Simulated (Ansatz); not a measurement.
## Random displacements in SnO

Method: DFT r2SCAN, scalar-relativistic, plane waves, PAW in Ansatz. Cutoff 500 eV, Γ-centred 10×10×4 k-points, Gaussian smearing of 0.03 eV. No spin polarisation. Energies are free energies at this smearing, counted from the undisturbed cell; pressure is positive in compression.

Zero of the scan (relaxed at this level):

```
Sn O
1.0
     2.69239   -2.69239    0.00000
     2.69239    2.69239    0.00000
     0.00000    0.00000    9.88135
Sn O
4 4
Direct
  0.75009 0.24991 0.86610
  0.24991 0.75009 0.13390
  0.74991 0.25009 0.36610
  0.25009 0.74991 0.63390
  0.24990 0.25010 0.25000
  0.75010 0.74990 0.75000
  0.25010 0.24990 0.75000
  0.74990 0.75010 0.25000
```

The atoms are displaced (Å, in the unstrained cell):

```
atom ux uy uz
 Sn1   0.046  -0.091  -0.142
 Sn2   0.035   0.079   0.022
 Sn3   0.011  -0.106   0.036
 Sn4   0.026  -0.002   0.059
  O5   0.017   0.085  -0.005
  O6  -0.036   0.129   0.123
  O7  -0.035   0.044   0.000
  O8  -0.065  -0.138  -0.093
```

Strain (Voigt, engineering shear): (0.0050, -0.0120, 0.0008, 0.0202, -0.0188, -0.0143).

Q: What are the energy change, the stress and the forces?

A: ΔE = 111.2 meV/atom; stress (xx, yy, zz, yz, xz, xy; compression positive) (4.41, 8.15, 4.74, 1.20, 0.67, 0.71) GPa; gap on the mesh 0.36 eV.
```csv
atom,Fx (eV/Å),Fy,Fz
Sn1,0.26,1.30,4.02
Sn2,-0.04,-0.43,-1.24
Sn3,-0.03,0.38,-1.05
Sn4,-0.25,0.12,-0.85
O5,-0.27,-1.35,0.95
O6,-0.53,-1.28,-2.08
O7,0.52,-0.20,-1.06
O8,0.33,1.44,1.30
```

Cost: 1 run of about 4 core-minutes, on Oxide Virtual Turin-like Processor (Zen 5) (shared hosts).